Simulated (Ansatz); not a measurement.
CaF2:
```yaml
crystal:
  lattice:
    - [0.00000, 2.66306, 2.66306]
    - [2.66306, 0.00000, 2.66306]
    - [2.66306, 2.66306, 0.00000]
  atoms:
    - { symbol: Ca, position: [0.00000, 0.00000, 0.00000] }
    - { symbol: F, position: [0.75000, 0.75000, 0.75000] }
    - { symbol: F, position: [0.25000, 0.25000, 0.25000] }
```

Relaxed with LDA.

Question: Decompose the optical modes at the zone centre into irreducible representations, and say which are infrared and Raman allowed.

Answer: Point group m-3m: Γ_opt = T1u + T2g. Infrared: T1u. Raman: T2g.

Question: Assign frequencies (DFPT, plane-wave PAW LDA (Ansatz code); without the LO–TO term).

Answer: T1u 277, T2g 339 cm⁻¹.

Space group Fm-3m (fluorite). The cell was relaxed with LDA under the symmetry of its start; phonons on a q-mesh show no instability.

Potentials: the later of the program's two PAW sets.
